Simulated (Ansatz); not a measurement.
**BN: freezing in a mode**

This session takes BN and sets out to freeze in mode 12 at growing amplitude.

Program: Ansatz 0.2.0. Level of theory: DFT r2SCAN, scalar-relativistic, plane waves, PAW. These are calculated values, not measurements.

**1. Starting point**

Symmetry: F-43m, No. 216, cubic system. The conventional cell has a = 3.626 Å, b = 3.626 Å, c = 3.626 Å, α = 90.00°, β = 90.00°, γ = 90.00°. B (site symmetry -43m) has 4 N at 1.57 Å in its first shell of neighbours. N (site symmetry -43m) has 4 B at 1.57 Å in its first shell of neighbours.

Coordinates:

```cif
data_structure
_symmetry_space_group_name_H-M 'F-43m'
_symmetry_Int_Tables_number 216
_cell_length_a 3.6260
_cell_length_b 3.6260
_cell_length_c 3.6260
_cell_angle_alpha 90.000
_cell_angle_beta 90.000
_cell_angle_gamma 90.000
_cell_volume 47.67
loop_
_atom_site_label
_atom_site_type_symbol
_atom_site_symmetry_multiplicity
_atom_site_Wyckoff_symbol
_atom_site_fract_x
_atom_site_fract_y
_atom_site_fract_z
_atom_site_occupancy
B1 B 4 a 0.00000 0.00000 0.00000 1
N1 N 4 d 0.25000 0.75000 0.25000 1
```

It goes back to an entry of the Materials Project.

No relaxation comes first: the listed cell is the starting point.

**2. The reference cell**

The cell is repeated 2 times, 4 atoms in all. Reference values: F = -1088.0080 eV; pressure -5.16 GPa; largest force 0.000 eV/Å; gap on the mesh 4.99 eV. It was computed beforehand with the settings of the runs below.

**3. The scan: freezing in a mode**

Mode 12 of the phonon run on this cell, counted from the lowest, is frozen in: each atom moves by x times its row below, so x is the largest displacement.

```
atom      ux     uy     uz
  B1  -1.000  0.000  0.000
  B2   1.000  0.000  0.000
  N3   0.000  0.000  0.000
  N4   0.000  0.000  0.000
```

**4. At x = -0.120 Å**

Input file input.yaml:

```yaml
crystal:
  lattice:
    - [0.0, -1.813001, -1.813001]
    - [0.0, 1.813001, -1.813001]
    - [3.626002, 0.0, 0.0]
  atoms:
    - { symbol: B, position: [0.5, 0.5, 0.5330943006] }
    - { symbol: B, position: [0.0, 0.0, -0.0330943006] }
    - { symbol: "N", position: [0.0, 0.5, 0.25] }
    - { symbol: "N", position: [0.5, 0.0, 0.75] }
basis:
  ecutwfc: 500
kpoints:
  mp_grid: { grid: [10, 10, 6] }
hamiltonian:
  xc: r2scan
scf:
  occupations: { method: gaussian, width: 0.05 }
output:
  forces: true
  stress: true
  eigenvalues: true
```

Run with:

```sh
ansatz run input.yaml --threads 2 --pin off --max-ram 5120MiB --backend cpu --events-out ev --progress --plain --runs-dir out
```

**5. x = 0.090 Å**

input.yaml, as its differences from that of step 4:

```diff
@@ -6,4 +6,4 @@
   atoms:
-    - { symbol: B, position: [0.5, 0.5, 0.5330943006] }
-    - { symbol: B, position: [0.0, 0.0, -0.0330943006] }
+    - { symbol: B, position: [0.5, 0.5, 0.4751792746] }
+    - { symbol: B, position: [0.0, 0.0, 0.0248207254] }
     - { symbol: "N", position: [0.0, 0.5, 0.25] }
```

**6. Point x = -0.060 Å**

input.yaml, as its differences from that of step 5:

```diff
@@ -6,4 +6,4 @@
   atoms:
-    - { symbol: B, position: [0.5, 0.5, 0.4751792746] }
-    - { symbol: B, position: [0.0, 0.0, 0.0248207254] }
+    - { symbol: B, position: [0.5, 0.5, 0.5165471503] }
+    - { symbol: B, position: [0.0, 0.0, -0.0165471503] }
     - { symbol: "N", position: [0.0, 0.5, 0.25] }
```

**7. At x = 0.030 Å**

input.yaml, as its differences from that of step 6:

```diff
@@ -6,4 +6,4 @@
   atoms:
-    - { symbol: B, position: [0.5, 0.5, 0.5165471503] }
-    - { symbol: B, position: [0.0, 0.0, -0.0165471503] }
+    - { symbol: B, position: [0.5, 0.5, 0.4917264249] }
+    - { symbol: B, position: [0.0, 0.0, 0.0082735751] }
     - { symbol: "N", position: [0.0, 0.5, 0.25] }
@@ -22 +22,5 @@
   eigenvalues: true
+  write_density: true
+  write_potential: true
+  elf: true
+  volumetric_format: npy
```

**8. x = 0.105 Å**

input.yaml, as its differences from that of step 7:

```diff
@@ -6,4 +6,4 @@
   atoms:
-    - { symbol: B, position: [0.5, 0.5, 0.4917264249] }
-    - { symbol: B, position: [0.0, 0.0, 0.0082735751] }
+    - { symbol: B, position: [0.5, 0.5, 0.471042487] }
+    - { symbol: B, position: [0.0, 0.0, 0.028957513] }
     - { symbol: "N", position: [0.0, 0.5, 0.25] }
@@ -22,5 +22 @@
   eigenvalues: true
-  write_density: true
-  write_potential: true
-  elf: true
-  volumetric_format: npy
```

**9. At x = 0.075 Å**

input.yaml, as its differences from that of step 8:

```diff
@@ -6,4 +6,4 @@
   atoms:
-    - { symbol: B, position: [0.5, 0.5, 0.471042487] }
-    - { symbol: B, position: [0.0, 0.0, 0.028957513] }
+    - { symbol: B, position: [0.5, 0.5, 0.4793160622] }
+    - { symbol: B, position: [0.0, 0.0, 0.0206839378] }
     - { symbol: "N", position: [0.0, 0.5, 0.25] }
```

**10. At x = 0.045 Å**

input.yaml, as its differences from that of step 9:

```diff
@@ -6,4 +6,4 @@
   atoms:
-    - { symbol: B, position: [0.5, 0.5, 0.4793160622] }
-    - { symbol: B, position: [0.0, 0.0, 0.0206839378] }
+    - { symbol: B, position: [0.5, 0.5, 0.4875896373] }
+    - { symbol: B, position: [0.0, 0.0, 0.0124103627] }
     - { symbol: "N", position: [0.0, 0.5, 0.25] }
```

**11. x = 0.015 Å**

input.yaml, as its differences from that of step 10:

```diff
@@ -6,4 +6,4 @@
   atoms:
-    - { symbol: B, position: [0.5, 0.5, 0.4875896373] }
-    - { symbol: B, position: [0.0, 0.0, 0.0124103627] }
+    - { symbol: B, position: [0.5, 0.5, 0.4958632124] }
+    - { symbol: B, position: [0.0, 0.0, 0.0041367876] }
     - { symbol: "N", position: [0.0, 0.5, 0.25] }
```

(Steps that only read results are left out.)

Q: Predict the outcome of this session. Wanted: harmonic wavenumber of the mode.

The runs gave:

| quantity | value |
| --- | --- |
| harmonic wavenumber of the mode | 1157 cm⁻¹ |
| the same from the force at an amplitude of 0.015 Å | 1157 cm⁻¹ |

What this shows: The force at the smallest amplitude gives 1157 cm⁻¹ against 1157 cm⁻¹ from the phonon run, so the curve is close to a parabola there. The undisturbed cell stays the lowest of the sampled points. The gap on the mesh stays between 2.46 and 4.99 eV.
